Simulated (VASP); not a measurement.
Input of a VASP 6.6.1 run:

Contents of POSCAR:

```
Ir
1.0
    0.0000000000      1.9169000000      1.9169000000
    1.9169000000      0.0000000000      1.9169000000
    1.9169000000      1.9169000000      0.0000000000
Ir
1
Direct
    0.0000000000      0.0000000000      0.0000000000
```

Contents of INCAR.step1:

```
PREC = Accurate
ENCUT = 520
EDIFF = 1E-5
ISMEAR = 0
SIGMA = 0.1
LREAL = False
LASPH = True
NELM = 80
ALGO = Normal
ISIF = 2
LWAVE = True
NBANDS = 10
GGA = PE
```

Contents of INCAR.step2:

```
PREC = Accurate
ENCUT = 520
EDIFF = 1E-6
ISMEAR = 0
SIGMA = 0.1
LREAL = False
LASPH = True
NELM = 80
ALGO = Normal
ISIF = 2
LWAVE = False
LCHARG = True
GGA = PE
LHFCALC = True
AEXX = 0.25
PRECFOCK = Fast
HFRCUT = -1
LELF = True
LVHAR = True
NBANDS = 10
ISTART = 1
```

KPOINTS

```
regular mesh
0
Gamma
  8 8 8
```

Potentials or basis: VASP PAW PBE potentials, release 64 (Ir).

Launch:

```console
$ cat potpaw_PBE.64/Ir/POTCAR > POTCAR
$ cp INCAR.step1 INCAR
$ mpirun -np 1 vasp_std > vasp.out
$ cp INCAR.step2 INCAR
$ mpirun -np 1 vasp_std > vasp.out
```

Task: Estimate the pressure.

Result: 1.0 GPa.

Task: Estimate the band gap on the k mesh.

Result: None (metal or under the smearing width).

Caveat: the PAW data sets were made with another functional, which shifts forces and pressure a little. The run has no spin-orbit coupling, so splittings on Ir are missing.
